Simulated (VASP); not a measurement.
# MgS (I4/mmm) in VASP: further runs

One crystal, MgS, is run at these levels: HSE06, PBE, r2SCAN; tasks: single point.

All numbers are computed with VASP 6.6.1; they aren't measurements. Logs are shortened: lines on timing, memory, paths and dates and some standing lists are left out, and cuts for length are marked.

## 1. The cell of the first run

It takes space group I4/mmm (No. 139, tetragonal). The conventional cell has a = 3.847 Å, b = 3.847 Å, c = 5.078 Å, α = 90.00°, β = 90.00°, γ = 90.00°. Mg (site symmetry 4/mmm) is surrounded by 6 S at 2.54 to 2.72 Å. S (site symmetry 4/mmm) is surrounded by 6 Mg at 2.54 to 2.72 Å.

The cell was built by a generator and needn't be a form met in nature.

## 2. Single point, HSE06 (epitaxial_xy strain +4.6%)

Contents of POSCAR:

```
MgS
1.0
    0.0000000000      2.7201471552      2.5388474143
    2.7201471552      0.0000000000      2.5388474143
    2.7201471552      2.7201471552      0.0000000000
Mg S
1 1
Direct
    0.0000000000      0.0000000000      0.0000000000
    0.5000000000      0.5000000000      0.5000000000
```

Contents of INCAR.step1:

```
ALGO = Normal
EDIFF = 1E-5
ENCUT = 520
GGA = PE
ISIF = 2
ISMEAR = 0
LASPH = True
LCHARG = False
LREAL = False
LWAVE = True
NBANDS = 11
NELM = 100
PREC = Accurate
SIGMA = 0.01
```

Contents of INCAR.step2:

```
ALGO = Normal
EDIFF = 1E-7
ENCUT = 520
GGA = PE
HFSCREEN = 0.2079
ISIF = 2
ISMEAR = 0
ISTART = 1
LASPH = True
LCHARG = False
LHFCALC = True
LREAL = False
LWAVE = False
NBANDS = 11
NELM = 100
PREC = Accurate
PRECFOCK = Normal
SIGMA = 0.01
```

Contents of KPOINTS:

```
k-points
0
Gamma
  6 6 6
```

Potentials or basis: VASP PAW PBE potentials, release 64 (Mg, S).

The run is started by

```console
> cat potpaw_PBE.64/Mg/POTCAR potpaw_PBE.64/S/POTCAR > POTCAR
> cp INCAR.step1 INCAR
> mpirun -np 1 vasp_std > vasp.out
> cp INCAR.step2 INCAR
> mpirun -np 1 vasp_std > vasp.out
```

OUTCAR:

```text
EDIFF = 1E-7
   ENCUT = 520
   GGA = PE
   HFSCREEN = 0.2079
   ISIF = 2
   ISMEAR = 0
   ISTART = 1
   LASPH = True
   LHFCALC = True
   LREAL = False
   NELM = 100
   PREC = Accurate
   PRECFOCK = Normal

 ion  position               nearest neighbor table
   1  0.000  0.000  0.000-   2 2.54   2 2.54   2 2.72   2 2.72   2 2.72   2 2.72
   2  0.500  0.500  0.500-   1 2.54   1 2.54   1 2.72   1 2.72   1 2.72   1 2.72

  LATTYP: Found a body centered tetragonal cell.
 ALAT       =     3.8468689985
 C/A-ratio  =     1.3199552235

  Lattice vectors:

 A1 = (   0.0000000000,  -2.7201471552,  -2.5388474143)
 A2 = (   0.0000000000,   2.7201471552,  -2.5388474143)
 A3 = (   2.7201471552,   0.0000000000,   2.5388474143)

Analysis of symmetry for initial positions (statically):
=====================================================================
 Subroutine PRICEL returns:
 Original cell was already a primitive cell.

 Routine SETGRP: Setting up the symmetry group for a
 body centered tetragonal supercell.

 Subroutine GETGRP returns: Found 16 space group operations
 (whereof 16 operations were pure point group operations)
 out of a pool of 16 trial point group operations.

The static configuration has the point symmetry D_4h.

Analysis of symmetry for dynamics (positions and initial velocities):
=====================================================================
 Subroutine PRICEL returns:
 Original cell was already a primitive cell.

 Routine SETGRP: Setting up the symmetry group for a
 body centered tetragonal supercell.

 Subroutine GETGRP returns: Found 16 space group operations
 (whereof 16 operations were pure point group operations)
 out of a pool of 16 trial point group operations.

The dynamic configuration has the point symmetry D_4h.

 Subroutine INISYM returns: Found 16 space group operations
 (whereof 16 operations are pure point group operations),
 and found     1 'primitive' translations

----------------------------------------------------------------------------------------

                                     Primitive cell

  volume of cell :      37.5709

  direct lattice vectors                    reciprocal lattice vectors
     0.000000000  2.720147155  2.538847414    -0.183813585  0.183813585  0.196939760
     2.720147155  0.000000000  2.538847414     0.183813585 -0.183813585  0.196939760
     2.720147155  2.720147155  0.000000000     0.183813585  0.183813585 -0.196939760

  length of vectors
     3.720879834  3.720879834  3.846868999     0.326129019  0.326129019  0.326129019

  position of ions in fractional coordinates (direct lattice)
     0.000000000  0.000000000  0.000000000
     0.500000000  0.500000000  0.500000000

  ion indices of the primitive-cell ions
   primitive index   ion index
                 1           1
                 2           2

----------------------------------------------------------------------------------------

 KPOINTS: k-points

Automatic generation of k-mesh.
 Grid dimensions read from file:
 generate k-points for:    6    6    6

 Generating k-lattice:

  Cartesian coordinates                     Fractional coordinates (reciprocal lattice)
    -0.030635597  0.030635597  0.032823293     0.166666667  0.000000000  0.000000000
     0.030635597 -0.030635597  0.032823293     0.000000000  0.166666667  0.000000000
     0.030635597  0.030635597 -0.032823293     0.000000000  0.000000000  0.166666667

  Length of vectors
     0.054354836  0.054354836  0.054354836

  Shift w.r.t. Gamma in fractional coordinates (k-lattice)
     0.000000000  0.000000000  0.000000000

 Subroutine IBZKPT returns following result:
 ===========================================

 Found     30 irreducible k-points:

 Following reciprocal coordinates:
            Coordinates               Weight
  0.000000  0.000000  0.000000      1.000000
  0.166667 -0.000000  0.000000      8.000000
  0.333333 -0.000000  0.000000      8.000000
  0.500000 -0.000000  0.000000      4.000000
  0.166667  0.166667  0.000000      2.000000
  0.333333  0.166667  0.000000      8.000000
[... 16 lines left out ...]
  0.333333  0.000000  0.333333      4.000000
  0.500000 -0.000000  0.333333     16.000000
 [... further k-points ...]
   k-points           NKPTS =     30   k-points in BZ     NKDIM =    216   number of bands    NBANDS=     11
   number of dos      NEDOS =    301   number of ions     NIONS =      2
   total plane-waves  NPLWV =  23520
   dimension x,y,z NGX =    28 NGY =   28 NGZ =   30
   dimension x,y,z NGXF=    56 NGYF=   56 NGZF=   60
   ions per type =               1   1
   NGX,Y,Z   is equivalent  to a cutoff of  12.51, 12.51, 12.96 a.u.
   NGXF,Y,Z  is equivalent  to a cutoff of  25.02, 25.02, 25.93 a.u.
 SYSTEM =  unknown system
   PREC   = accura    normal or accurate (medium, high low for compatibility)
   ISTART =      1    job   : 0-new  1-cont  2-samecut
   ICHARG =      0    charge: 1-file 2-atom 10-const
   ISPIN  =      1    spin polarized calculation?
   LNONCOLLINEAR =      F non collinear calculations
   LSORBIT =      F    spin-orbit coupling
   LASPH  =      T    aspherical Exc in radial PAW
   ENCUT  =  520.0 eV  38.22 Ry    6.18 a.u.   6.92  6.92  7.15*2*pi/ulx,y,z
   NELM   =    100;   NELMIN=  2; NELMDL=  0     # of ELM steps
   EDIFF  = 0.1E-06   stopping-criterion for ELM
   LREAL  =      F    real-space projection
   EDIFFG = 0.1E-05   stopping-criterion for IOM
   NSW    =      0    number of steps for IOM
   IBRION =     -1    ionic relax: 0-MD 1-quasi-New 2-CG
   NFREE  =      0    steps in history (QN), initial steepest desc. (CG)
   ISIF   =      2    stress and relaxation
   ISYM   =      3    0-nonsym 1-usesym 2-fastsym
   POTIM  = 0.5000    time-step for ionic-motion
   TEBEG  =    0.0;   TEEND  =   0.0 temperature during run
   PSTRESS=    0.0 pullay stress
   NELECT =       8.0000    total number of electrons
   NUPDOWN=      -1.0000    fix difference up-down
   EMIN   =  10.00;   EMAX   =-10.00  energy-range for DOS
   EFERMI =   0.00;   METHOD = LEGACY
   ISMEAR =     0;   SIGMA  =   0.01  broadening in eV -4-tet -1-fermi 0-gaus
   EFERMI_NEDOS =   21; number of points for ismear=-14 and -15
   IALGO  =     38    algorithm
   IMIX   =      1    mixing-type and parameters
     AMIX     =   0.40;   BMIX     =  1.00
     AMIX_MAG =   1.60;   BMIX_MAG =  1.00
  volume/ion in A,a.u.               =      18.79       126.77
  Fermi-wavevector in a.u.,A,eV,Ry     =   0.977585  1.847367 13.002703  0.955672
  Thomas-Fermi vector in A             =   2.108294
   LORBIT       =      0    0 simple, 1 ext, 2 COOP (PROOUT), +10 PAW based schemes
   GGA     = PE    functional components
   LHFCALC =     T    Hartree Fock is set to
   PRECFOCK=normal    Normal, Fast or Accurate (Low or Medium for compatibility)
   ENCUT4O =  -1.0   cutoff for four orbital integrals eV
   NKREDX  =     1    reduce k-point grid by
   NKREDY  =     1    reduce k-point grid by
   NKREDZ  =     1    reduce k-point grid by
   AEXX    =    0.2500 exact exchange contribution
   HFSCREEN=    0.2079 screening length (either q_TF or 0.3 A-1)
   HFSCREENC=   0.2079 screening length for correlation (either q_TF or 0.3 A-1)
   ENCUTFOCK=  -1.0 apply spherical cutoff to Coloumb kernel
   IVDW    =     0    specifies the selected vdW correction
   LEPSILON=     F    determine dielectric tensor
   LRPA    =     F    only Hartree local field effects (RPA)
 non-spin polarized calculation
 Gauss-broadening in eV      SIGMA  =   0.01
  energy-cutoff  :      520.00
  volume of cell :       37.57
 maximum number of plane-waves:      1034
  NGX = 24; NGY = 24; NGZ = 24

 number of electron       8.0000001 magnetization

 Free energy of the ion-electron system (eV)
  ---------------------------------------------------
  ext. energy  EPLUGINS =         0.00000000
  ---------------------------------------------------
  free energy    TOTEN  =        -9.81502245 eV

  energy without entropy =       -9.81502245  energy(sigma->0) =       -9.81502245

 E-fermi :   2.7264     XC(G=0):  -7.8383

 val. band max:        2.6202763988   @ k =   0.0000   0.0000   0.0000
 cond. band min:       5.9417849623   @ k =   0.5000   0.5000   0.0000
 fundamental gap:      3.3215085634
 Fermi energy:         2.7263555629

 k-point     1 :       0.0000    0.0000    0.0000
  band No.  band energies     occupation
      1     -11.0900      2.00000
      2       2.2512      2.00000
      3       2.6203      2.00000
      4       2.6203      2.00000
      5       6.7788      0.00000
      6      11.4296      0.00000
      7      11.4296      0.00000
      8      12.1265      0.00000
      9      13.6061      0.00000
     10      14.5293      0.00000
     11      15.9660      0.00000

 k-point     2 :       0.1667   -0.0000    0.0000
  band No.  band energies     occupation
      1     -10.8298      2.00000
      2       0.8327      2.00000
      3       2.2960      2.00000
      4       2.3974      2.00000
      5       7.9608      0.00000
      6      11.1964      0.00000
      7      11.5140      0.00000
      8      12.2006      0.00000
      9      13.1208      0.00000
     10      13.5204      0.00000
     11      15.9186      0.00000

 k-point     3 :       0.3333   -0.0000    0.0000
  band No.  band energies     occupation
      1     -10.2115      2.00000
      2      -1.4144      2.00000
      3       2.0121      2.00000
      4       2.0925      2.00000
      5       8.1310      0.00000
      6      10.5290      0.00000
      7      11.3466      0.00000
      8      12.6677      0.00000
      9      14.8941      0.00000
     10      15.3028      0.00000
     11      15.3553      0.00000
[... 267 lines left out ...]
 k-point    23 :       0.3333    0.0000    0.3333
  band No.  band energies     occupation
      1     -10.0089      2.00000
      2      -0.9170      2.00000
      3       0.9359      2.00000
      4       1.5263      2.00000
      5       7.2582      0.00000
      6       8.6649      0.00000
      7      12.8745      0.00000
      8      14.5606      0.00000
      9      15.5578      0.00000
     10      15.7983      0.00000
     11      20.0507      0.00000

 k-point    24 :       0.5000   -0.0000    0.3333
  band No.  band energies     occupation
      1      -9.6338      2.00000
      2      -1.4335      2.00000
      3       0.1444      2.00000
      4       1.2051      2.00000
      5       7.2054      0.00000
      6       9.3403      0.00000
      7      13.1792      0.00000
      8      13.9949      0.00000
      9      16.2956      0.00000
     10      18.2982      0.00000
     11      19.5312      0.00000

 [... further k-points ...]
[... 5 lines left out ...]
  --------------------------------------------------------------------------------------
  -------------------------------------------------------------------------------------
  Total       -1.4652318     -1.4652318     -0.2030211      0.0000000      0.0000000     -0.0000000
  in kB      -62.4835250    -62.4835250     -8.6576548      0.0000000      0.0000000     -0.0000000
  external PRESSURE =     -44.5415682 kB  Pullay stress =       0.0000000 kB

 VOLUME and BASIS-vectors are now :
 -----------------------------------------------------------------------------
  energy-cutoff  :      520.00
  volume of cell :       37.57
      direct lattice vectors                 reciprocal lattice vectors
     0.000000000  2.720147155  2.538847414    -0.183813585  0.183813585  0.196939760
     2.720147155  0.000000000  2.538847414     0.183813585 -0.183813585  0.196939760
     2.720147155  2.720147155  0.000000000     0.183813585  0.183813585 -0.196939760

 POSITION                                       TOTAL-FORCE (eV/Angst)
 -----------------------------------------------------------------------------------
      0.00000      0.00000      0.00000         0.000000      0.000000      0.000000
      2.72015      2.72015      2.53885         0.000000      0.000000     -0.000000
 -----------------------------------------------------------------------------------
    total drift:                                0.000001     -0.000003     -0.000080

  FREE ENERGIE OF THE ION-ELECTRON SYSTEM (eV)
  ---------------------------------------------------
  free  energy   TOTEN  =        -9.8150224514 eV

  energy  without entropy=       -9.8150224514  energy(sigma->0) =       -9.81502245
```

Wall time 25 min (1 thread of Intel Xeon Platinum 8259CL at 2.50GHz (Skylake/Cascade Lake), shared host); peak memory 0.29 GiB.

What came out:

```
Free energy            : -9.8150 eV
Pressure               : -4.5 GPa
Band gap on the k mesh : 3.32 eV, indirect (least direct gap 4.16 eV)
```

Caveat: the PAW data sets were made with another functional, which shifts forces and pressure a little.

## 3. Single point, PBE (shear_xy strain -5.0%)

Contents of INCAR:

```
ALGO = Normal
EDIFF = 1E-7
ENCUT = 520
GGA = PE
ISIF = 2
ISMEAR = -1
LASPH = T
LCHARG = T
LELF = T
LREAL = F
LVHAR = T
LWAVE = F
NBANDS = 11
NELM = 100
PREC = Accurate
SIGMA = 0.02
```

Contents of KPOINTS:

```
k-points
0
Gamma
  8 8 8
```

Contents of POSCAR:

```
MgS
1.0
   -0.0643875689      2.6015179373      2.6015179373
    2.6015179373     -0.0643875689      2.6015179373
    2.5371303683      2.5371303683      0.0000000000
Mg S
1 1
Direct
    0.0000000000      0.0000000000      0.0000000000
    0.5000000000      0.5000000000      0.5000000000
```

Potentials or basis: VASP PAW PBE potentials, release 64 (Mg, S).

The run is started by

```console
> cat potpaw_PBE.64/Mg/POTCAR potpaw_PBE.64/S/POTCAR > POTCAR
> mpirun -np 1 vasp_std > vasp.out
```

Run time: 27 s. Hardware: 1 thread of Intel Xeon Platinum 8259CL at 2.50GHz (Skylake/Cascade Lake), shared host; peak memory 0.18 GiB.

The run converged. Its results:

| Property | Result |
| --- | --- |
| Free energy | -8.4869 eV |
| Pressure | 0.9 GPa |
| Band gap on the k mesh | 2.45 eV, indirect (least direct gap 3.44 eV) |

Stress tensor (GPa, compression positive):
```
1.00 2.73 0.00
2.73 1.00 0.00
0.00 0.00 0.78
```

Levels at points of the mesh, in eV from the valence-band top:
| k point | band 2 | band 3 | band 4 | band 5 | band 6 | band 7 |
| --- | --- | --- | --- | --- | --- | --- |
| (0.00, 0.00, 0.00) | -0.45 | -0.24 | 0.00 | 3.44 | 7.32 | 7.77 |
| (0.50, 0.00, 0.00) | -5.15 | -0.81 | -0.60 | 4.47 | 6.73 | 7.04 |
| (0.50, 0.50, 0.00) | -4.43 | -2.22 | -1.59 | 2.45 | 4.26 | 11.77 |
| (0.00, 0.00, 0.50) | -4.98 | -1.02 | -0.84 | 4.13 | 6.34 | 6.66 |
| (0.50, 0.00, 0.50) | -4.43 | -1.92 | -1.91 | 2.55 | 4.16 | 11.58 |

A k mesh can miss the band edges.

## 4. Single point, r2SCAN (epitaxial_xy strain +4.6%)

Contents of POSCAR:

```
MgS
1.0
    0.0000000000      2.7201471552      2.5388474143
    2.7201471552      0.0000000000      2.5388474143
    2.7201471552      2.7201471552      0.0000000000
Mg S
1 1
Direct
    0.0000000000      0.0000000000      0.0000000000
    0.5000000000      0.5000000000      0.5000000000
```

Contents of INCAR.step1:

```
ALGO     = Normal         # electronic algorithm
EDIFF    = 1E-4           # SCF threshold, eV
ENCUT    = 520            # plane-wave cutoff, eV
GGA      = PE             # functional
ISMEAR   = 0              # smearing method
LASPH    = T              # aspherical terms in the spheres
LCHARG   = F              # write CHGCAR
LREAL    = F              # projectors in reciprocal space
LWAVE    = T              # write WAVECAR
NBANDS   = 11             # bands
NELM     = 100            # most SCF steps
PREC     = Accurate       # precision mode
SIGMA    = 0.01           # smearing width, eV
```

Contents of INCAR.step2:

```
ALGO     = Normal         # electronic algorithm
EDIFF    = 1E-6           # SCF threshold, eV
ENCUT    = 520            # plane-wave cutoff, eV
ISIF     = 2              # what is computed and relaxed
ISMEAR   = 0              # smearing method
ISTART   = 1            
LASPH    = T              # aspherical terms in the spheres
LCHARG   = F              # write CHGCAR
LMIXTAU  = T            
LREAL    = F              # projectors in reciprocal space
LWAVE    = F              # write WAVECAR
METAGGA  = R2SCAN         # meta-GGA
NBANDS   = 11             # bands
NELM     = 100            # most SCF steps
PREC     = Accurate       # precision mode
SIGMA    = 0.01           # smearing width, eV
```

KPOINTS is that of step 3.

The run is started by

```console
> cat potpaw_PBE.64/Mg/POTCAR potpaw_PBE.64/S/POTCAR > POTCAR
> cp INCAR.step1 INCAR
> mpirun -np 1 vasp_std > vasp.out
> cp INCAR.step2 INCAR
> mpirun -np 1 vasp_std > vasp.out
```

Wall time 86 s (1 thread of Intel Xeon Platinum 8259CL at 2.50GHz (Skylake/Cascade Lake), shared host); peak memory 0.18 GiB.

Results (log left out):

- Free energy: -15.4406 eV
- Pressure: -4.3 GPa
- Band gap on the k mesh: 3.03 eV, indirect (least direct gap 3.99 eV)

Stress tensor (GPa, compression positive):
```
-6.12  0.00  0.00
 0.00 -6.12  0.00
 0.00  0.00 -0.54
```

Levels at points of the mesh, in eV from the valence-band top:
| k point | band 1 | band 2 | band 3 | band 4 | band 5 | band 6 | band 7 | band 8 | band 9 |
| --- | --- | --- | --- | --- | --- | --- | --- | --- | --- |
| (0.00, 0.00, 0.00) | -12.94 | -0.34 | 0.00 | 0.00 | 3.99 | 8.26 | 8.26 | 8.96 | 10.29 |
| (0.50, 0.00, 0.00) | -11.76 | -4.65 | -0.74 | -0.59 | 4.95 | 6.97 | 7.79 | 10.42 | 12.73 |
| (0.50, 0.50, 0.00) | -11.29 | -4.00 | -1.88 | -1.88 | 3.03 | 4.85 | 12.85 | 13.34 | 13.46 |
| (0.50, 0.00, 0.50) | -11.51 | -4.06 | -1.88 | -1.30 | 3.34 | 5.11 | 12.10 | 12.99 | 13.02 |

Caveat: the PAW data sets were made with another functional, which shifts forces and pressure a little. A k mesh can miss the band edges.

## 5. Overview

```tsv
level	cell	k mesh	smearing	exchange at q = 0	grid for exact exchange (PRECFOCK)	screening parameter	gap on the mesh (eV)	pressure (GPa)
HSE06	epitaxial_xy strain +4.6%	6 × 6 × 6	gaussian 0.01 eV	truncated	Normal	0.2079 1/A	3.32	-4.5
PBE	shear_xy strain -5.0%	8 × 8 × 8	fermi-dirac 0.02 eV	-	-	-	2.45	0.9
r2SCAN	epitaxial_xy strain +4.6%	8 × 8 × 8	gaussian 0.01 eV	-	-	-	3.03	-4.3
```

Alike in all rows: task single point; potentials or basis VASP PAW PBE potentials, release 64 (Mg, S); no spin polarisation; cutoff (eV) 520.

Caveats: the PAW data sets were made with another functional, which shifts forces and pressure a little (some runs).

Absolute energies hang on the potentials; compare differences alone.
